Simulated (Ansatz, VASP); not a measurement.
## Two plane-wave programs on Na

```
CELL_PARAMETERS angstrom
-2.44448 2.44448 1.58891
2.44448 -2.44448 1.58891
2.44448 2.44448 -1.58891
ATOMIC_POSITIONS crystal
Na 0.00000 0.00000 0.00000
```

Alike in both runs: task single point; functional LDA; k mesh 18 × 18 × 18; occupations gaussian, width 0.15 eV; no spin polarisation.

|  | VASP | Ansatz |
| --- | --- | --- |
| version | VASP 6.6.1 | Ansatz 0.2.0 |
| potentials or method | VASP PAW LDA potentials, release 64 (Na_pv) | scalar-relativistic, plane waves, PAW |
| plane-wave cutoff (eV) | 520 | 420 |
| valence electrons in the cell | 7 | 9 |

|  | VASP | Ansatz | Ansatz less VASP |
| --- | --- | --- | --- |
| gap on the k mesh at the Fermi level (eV) | none | none | - |
| pressure (GPa) | -0.6 | -0.5 | +0.12 |
| largest component of the traceless stress (GPa) | 2.37 | 2.36 | -0.006 |

A gap of «none» marks a metal or a gap that the smearing closes. The two sets of potentials don't hold the same shells in valence.
